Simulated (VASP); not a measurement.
**KI in VASP 6.6.1, single-point calculation**

INCAR

```
NELM = 100
SIGMA = 0.01
LWAVE = .FALSE.
NBANDS = 15
LREAL = .FALSE.
NSW = 0
LCHARG = .FALSE.
ENCUT = 520
LASPH = .TRUE.
ISIF = 2
EDIFF = 1E-7
PREC = Accurate
ISMEAR = 0
IBRION = -1
GGA = CA
```

KPOINTS

```
KPOINTS created by Atomic Simulation Environment
0
Gamma
2 2 2
0 0 0
```

POSCAR

```
K  I
 1.0000000000000000
    -0.0000000000000000    3.5442849964056475    3.5442849964056475
     3.5442849964056475   -0.0000000000000000    3.5442849964056475
     3.5442849964056475    3.5442849964056475   -0.0000000000000000
 K   I
   1   1
Cartesian
 -0.0000000000000000 -0.0000000000000000 -0.0000000000000000
  3.5442849964056471  3.5442849964056471  3.5442849964056471
```

The recommended LDA PAW datasets give the neutral cell 16 valence electrons.

Command

```
mpirun -np 1 vasp_std
```

Task: How does this run end, and what does it give?

Result: It converged. Results: gap between bands v and c on the k mesh 3.53 eV; least direct gap on the k mesh 3.53 eV; pressure -0.7 GPa. Band v is the last that the valence electrons fill when counted band by band, and c is the next.

OSZICAR

```
N       E                     dE             d eps       ncg     rms          rms(c)
DAV:   1     0.950158251057E+02    0.95016E+02   -0.65911E+03    90   0.933E+02
DAV:   2    -0.910416447550E-01   -0.95107E+02   -0.88801E+02   118   0.228E+02
DAV:   3    -0.573608902323E+01   -0.56450E+01   -0.56210E+01   118   0.463E+01
DAV:   4    -0.609177346123E+01   -0.35568E+00   -0.35439E+00   158   0.102E+01
DAV:   5    -0.609363904543E+01   -0.18656E-02   -0.18655E-02   118   0.845E-01    0.319E+00
DAV:   6    -0.597751819356E+01    0.11612E+00   -0.12068E-01    90   0.179E+00    0.228E+00
DAV:   7    -0.595421938869E+01    0.23299E-01   -0.11590E-01   104   0.161E+00    0.918E-01
DAV:   8    -0.595516408248E+01   -0.94469E-03   -0.12158E-02   111   0.744E-01    0.234E-01
DAV:   9    -0.595503261521E+01    0.13147E-03   -0.30417E-04   118   0.104E-01    0.135E-01
DAV:  10    -0.595505636208E+01   -0.23747E-04   -0.24149E-04   111   0.631E-02    0.458E-02
DAV:  11    -0.595506210805E+01   -0.57460E-05   -0.27685E-05   105   0.301E-02    0.108E-02
DAV:  12    -0.595506222705E+01   -0.11900E-06   -0.14028E-06   118   0.826E-03    0.535E-03
DAV:  13    -0.595506229314E+01   -0.66090E-07   -0.22941E-07    97   0.267E-03
   1 F= -.59550623E+01 E0= -.59550623E+01  d E =-.136582E-70
```

Standard output (part)

```
POSCAR found type information on POSCAR K I
 POSCAR found :  2 types and       2 ions
 LDA part: xc-table for (Slater(with rela. corr.)+CA(PZ))
 , standard interpolation
 POSCAR, INCAR and KPOINTS ok, starting setup
 WAVECAR not read
 entering main loop
```

These settings aren't sound, so the numbers aren't properties of the crystal.

On sound settings LDA gives a gap of 3.59 eV on its mesh and a pressure of -1.4 GPa for the intended cell.
